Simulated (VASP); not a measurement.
# Bi (Im-3m) in VASP: notebook

Runs on Bi. Level: PBE. Tasks: single point.

Program: VASP 6.6.1. These are calculated values, not measurements. Logs are shortened: lines on timing, memory, paths and dates and some standing lists are left out, and cuts for length are marked.

### Step 1. The structure

The structure is cubic, space group Im-3m (No. 229). The conventional cell has a = 4.022 Å, b = 4.022 Å, c = 4.022 Å, α = 90.00°, β = 90.00°, γ = 90.00°. Bi (site symmetry m-3m) has 8 Bi at 3.48 Å as nearest neighbours.

The cell was built by a generator and needn't be a form met in nature.

### Step 2. Single point, PBE, non-collinear spin, zero start, spin-orbit coupling

The input, INCAR:

```
SYSTEM = Bi
PREC = Accurate
ENCUT = 520
EDIFF = 1E-6
ISMEAR = 0
SIGMA = 0.05
LREAL = .FALSE.
LASPH = .TRUE.
NELM = 150
ALGO = Fast
ISIF = 2
LWAVE = .FALSE.
LCHARG = .FALSE.
MAGMOM = 0 0 0
LORBIT = 11
LSORBIT = .TRUE.
GGA_COMPAT = .FALSE.
LORBMOM = .TRUE.
GGA = PE
NBANDS = 26
```

The input, KPOINTS:

```
regular mesh
0
G
  14 14 14
  0 0 0
```

The input, POSCAR:

```
Bi
1.0
   -2.0110551168      2.0110551168      2.0110551168
    2.0110551168     -2.0110551168      2.0110551168
    2.0110551168      2.0110551168     -2.0110551168
Bi
1
Direct
    0.0000000000      0.0000000000      0.0000000000
```

Potentials or basis: VASP PAW PBE potentials, release 64 (Bi_d).

Run with:

```
$ cat potpaw_PBE.64/Bi_d/POTCAR > POTCAR
$ mpirun -np 1 vasp_ncl > vasp.out
```

OUTCAR:

```text
SYSTEM = Bi
   PREC = Accurate
   ENCUT = 520
   EDIFF = 1E-6
   ISMEAR = 0
   LREAL = .FALSE.
   LASPH = .TRUE.
   NELM = 150
   ISIF = 2
   LORBIT = 11
   LSORBIT = .TRUE.
   GGA = PE

 ion  position               nearest neighbor table
   1  0.000  0.000  0.000-

  LATTYP: Found a body centered cubic cell.
 ALAT       =     4.0221102336

  Lattice vectors:

 A1 = (  -2.0110551168,   2.0110551168,   2.0110551168)
 A2 = (   2.0110551168,  -2.0110551168,   2.0110551168)
 A3 = (   2.0110551168,   2.0110551168,  -2.0110551168)

Analysis of symmetry for initial positions (statically):
=====================================================================
 Subroutine PRICEL returns:
 Original cell was already a primitive cell.

 Routine SETGRP: Setting up the symmetry group for a
 body centered cubic supercell.

 Subroutine GETGRP returns: Found 48 space group operations
 (whereof 48 operations were pure point group operations)
 out of a pool of 48 trial point group operations.

The static configuration has the point symmetry O_h .

Analysis of symmetry for dynamics (positions and initial velocities):
=====================================================================
 Subroutine PRICEL returns:
 Original cell was already a primitive cell.

 Routine SETGRP: Setting up the symmetry group for a
 body centered cubic supercell.

 Subroutine GETGRP returns: Found 48 space group operations
 (whereof 48 operations were pure point group operations)
 out of a pool of 48 trial point group operations.

The dynamic configuration has the point symmetry O_h .

Analysis of structural, dynamic, and magnetic symmetry:
=====================================================================
 Subroutine PRICEL returns:
 Original cell was already a primitive cell.

 Routine SETGRP: Setting up the symmetry group for a
 body centered cubic supercell.

 Subroutine GETGRP returns: Found 48 space group operations
 (whereof 48 operations were pure point group operations)
 out of a pool of 48 trial point group operations.

The overall configuration has the point symmetry O_h .

 Subroutine INISYM returns: Found 48 space group operations
 (whereof 48 operations are pure point group operations),
 and found     1 'primitive' translations

----------------------------------------------------------------------------------------

                                     Primitive cell

  volume of cell :      32.5336

  direct lattice vectors                    reciprocal lattice vectors
    -2.011055117  2.011055117  2.011055117     0.000000000  0.248625707  0.248625707
     2.011055117 -2.011055117  2.011055117     0.248625707  0.000000000  0.248625707
     2.011055117  2.011055117 -2.011055117     0.248625707  0.248625707  0.000000000

  length of vectors
     3.483249639  3.483249639  3.483249639     0.351609847  0.351609847  0.351609847

  position of ions in fractional coordinates (direct lattice)
     0.000000000  0.000000000  0.000000000

  ion indices of the primitive-cell ions
   primitive index   ion index
                 1           1

----------------------------------------------------------------------------------------

 KPOINTS: regular mesh

Automatic generation of k-mesh.
 Grid dimensions read from file:
 generate k-points for:   14   14   14

 Generating k-lattice:

  Cartesian coordinates                     Fractional coordinates (reciprocal lattice)
     0.000000000  0.017758979  0.017758979     0.071428571  0.000000000  0.000000000
     0.017758979  0.000000000  0.017758979     0.000000000  0.071428571  0.000000000
     0.017758979  0.017758979  0.000000000     0.000000000  0.000000000  0.071428571

  Length of vectors
     0.025114989  0.025114989  0.025114989

  Shift w.r.t. Gamma in fractional coordinates (k-lattice)
     0.000000000  0.000000000  0.000000000

 Subroutine IBZKPT returns following result:
 ===========================================

 Found    104 irreducible k-points:

[... 41 lines left out ...]
   LSORBIT =      T    spin-orbit coupling
   LASPH  =      T    aspherical Exc in radial PAW
   ENCUT  =  520.0 eV  38.22 Ry    6.18 a.u.   6.48  6.48  6.48*2*pi/ulx,y,z
   NELM   =    150;   NELMIN=  2; NELMDL= -5     # of ELM steps
   EDIFF  = 0.1E-05   stopping-criterion for ELM
   LREAL  =      F    real-space projection
   EDIFFG = 0.1E-04   stopping-criterion for IOM
   NSW    =      0    number of steps for IOM
   IBRION =     -1    ionic relax: 0-MD 1-quasi-New 2-CG
   NFREE  =      0    steps in history (QN), initial steepest desc. (CG)
   ISIF   =      2    stress and relaxation
   ISYM   =      2    0-nonsym 1-usesym 2-fastsym
   POTIM  = 0.5000    time-step for ionic-motion
   TEBEG  =    0.0;   TEEND  =   0.0 temperature during run
   PSTRESS=    0.0 pullay stress
   NELECT =      15.0000    total number of electrons
   NUPDOWN=      -1.0000    fix difference up-down
   EMIN   =  10.00;   EMAX   =-10.00  energy-range for DOS
   EFERMI =   0.00;   METHOD = LEGACY
   ISMEAR =     0;   SIGMA  =   0.05  broadening in eV -4-tet -1-fermi 0-gaus
   EFERMI_NEDOS =   21; number of points for ismear=-14 and -15
   IALGO  =     68    algorithm
   IMIX   =      4    mixing-type and parameters
     AMIX     =   0.40;   BMIX     =  1.00
     AMIX_MAG =   1.60;   BMIX_MAG =  1.00
  volume/ion in A,a.u.               =      32.53       219.55
  Fermi-wavevector in a.u.,A,eV,Ry     =   1.264721  2.389976 21.762768  1.599518
  Thomas-Fermi vector in A             =   2.398011
   LORBIT       =     11    0 simple, 1 ext, 2 COOP (PROOUT), +10 PAW based schemes
   GGA     = PE    functional components
   LHFCALC =     F    Hartree Fock is set to
   AEXX    =    0.0000 exact exchange contribution
   IVDW    =     0    specifies the selected vdW correction
   LEPSILON=     F    determine dielectric tensor
   LRPA    =     F    only Hartree local field effects (RPA)
 RMM-DIIS sequential band-by-band and
 Gauss-broadening in eV      SIGMA  =   0.05
  energy-cutoff  :      520.00
  volume of cell :       32.53
 maximum number of plane-waves:      1822
 NGX is ok and might be reduce to    28
   NGX = 13   NGY = 13   NGZ = 13

 number of electron      15.0000000 magnetization       0.0000000      0.0000000      0.0000000

 number of electron      15.0000005 magnetization       0.0000000      0.0000000     -0.0000000

 number of electron      15.0000005 magnetization      -0.0000000     -0.0000000      0.0000000

 Free energy of the ion-electron system (eV)
  ---------------------------------------------------
  ext. energy  EPLUGINS =         0.00000000
  ---------------------------------------------------
  free energy    TOTEN  =        -4.57886817 eV

  energy without entropy =       -4.57788589  energy(sigma->0) =       -4.57837703

 E-fermi :   7.2331     XC(G=0): -10.0468

 val. band max:        7.2314868481   @ k =  -0.2857   0.2857   0.2857
 cond. band min:       7.2359663249   @ k =   0.2857   0.2143   0.1429
 fundamental gap:      0.0044794768
 Fermi energy:         7.2330537676

 k-point     1 :       0.0000    0.0000    0.0000
  band No.  band energies     occupation
      1     -17.1707      1.00000
      2     -17.1707      1.00000
      3     -17.1707      1.00000
      4     -17.1707      1.00000
      5     -14.2609      1.00000
      6     -14.2609      1.00000
[... 685 lines left out ...]
     25      21.4842      0.00000
     26      21.4853      0.00000

 [... further k-points ...]
[... 5 lines left out ...]
  --------------------------------------------------------------------------------------
  -------------------------------------------------------------------------------------
  Total       -0.0285113     -0.0285113     -0.0285113      0.0000000     -0.0000000      0.0000000
  in kB       -1.4040908     -1.4040908     -1.4040908      0.0000000     -0.0000000      0.0000000
  external PRESSURE =      -1.4040908 kB  Pullay stress =       0.0000000 kB

 VOLUME and BASIS-vectors are now :
 -----------------------------------------------------------------------------
  energy-cutoff  :      520.00
  volume of cell :       32.53
      direct lattice vectors                 reciprocal lattice vectors
    -2.011055117  2.011055117  2.011055117     0.000000000  0.248625707  0.248625707
     2.011055117 -2.011055117  2.011055117     0.248625707  0.000000000  0.248625707
     2.011055117  2.011055117 -2.011055117     0.248625707  0.248625707  0.000000000

 POSITION                                       TOTAL-FORCE (eV/Angst)
 -----------------------------------------------------------------------------------
      0.00000      0.00000      0.00000        -0.000000     -0.000000     -0.000000
 -----------------------------------------------------------------------------------
    total drift:                               -0.000000     -0.000000     -0.000000

  FREE ENERGIE OF THE ION-ELECTRON SYSTEM (eV)
  ---------------------------------------------------
  free  energy   TOTEN  =        -4.5788681700 eV

  energy  without entropy=       -4.5778858939  energy(sigma->0) =       -4.57837703

 orbital moment (x)

 # of ion     p       d       tot
 ----------------------------------------
  1         0.000  -0.000  -0.000
 ----------------------------------------
            0.000  -0.000  -0.000

 orbital moment (y)

 # of ion     p       d       tot
 ----------------------------------------
  1         0.000   0.000   0.000
 ----------------------------------------
            0.000   0.000   0.000

 orbital moment (z)

 # of ion     p       d       tot
 ----------------------------------------
  1        -0.000   0.000  -0.000
 ----------------------------------------
           -0.000   0.000  -0.000

 Spin-Orbit-Coupling matrix elements

 Ion:    1  E_soc:     -1.7480069
 l=   1
     0.0000000    -0.2253303    -0.2253303
    -0.2253303     0.0000000    -0.2253303
    -0.2253303    -0.2253303     0.0000000
 l=   2
     0.0000000    -0.0132269     0.0000000    -0.0132269    -0.0527773
    -0.0132269     0.0000000    -0.0395830    -0.0132269    -0.0131943
     0.0000000    -0.0395830     0.0000000    -0.0395830     0.0000000
    -0.0132269    -0.0132269    -0.0395830     0.0000000    -0.0131943
    -0.0527773    -0.0131943     0.0000000    -0.0131943     0.0000000
 l=   3
     0.0000000     0.0000000     0.0000000     0.0000000     0.0000000     0.0000000     0.0000000
     0.0000000     0.0000000     0.0000000     0.0000000     0.0000000     0.0000000     0.0000000
     0.0000000     0.0000000     0.0000000     0.0000000     0.0000000     0.0000000     0.0000000
     0.0000000     0.0000000     0.0000000     0.0000000     0.0000000     0.0000000     0.0000000
     0.0000000     0.0000000     0.0000000     0.0000000     0.0000000     0.0000000     0.0000000
     0.0000000     0.0000000     0.0000000     0.0000000     0.0000000     0.0000000     0.0000000
     0.0000000     0.0000000     0.0000000     0.0000000     0.0000000     0.0000000     0.0000000

 total charge

# of ion       s       p       d       tot
------------------------------------------
    1        1.547   1.261   9.916  12.724

 magnetization (x)

# of ion       s       p       d       tot
------------------------------------------
    1        0.000   0.000  -0.000   0.000

 magnetization (y)

# of ion       s       p       d       tot
------------------------------------------
    1       -0.000   0.000  -0.000  -0.000

 magnetization (z)

# of ion       s       p       d       tot
------------------------------------------
    1       -0.000   0.000   0.000  -0.000
```

Wall time 2.3 min (1 thread of Intel Xeon Platinum 8488C (Sapphire Rapids), shared host); peak memory 0.31 GiB.

Results:

| Quantity | Value |
| --- | --- |
| Free energy | -4.5789 eV |
| Pressure | -0.1 GPa |
| Net moment | 0.00 μB per cell |
| Valence electrons inside the program's atomic spheres | Bi 12.72 |

Moments on the atoms (μB; x, y, z):
```
Bi  0.00 0.00 0.00
```

(Continued in part 2 of 2.)
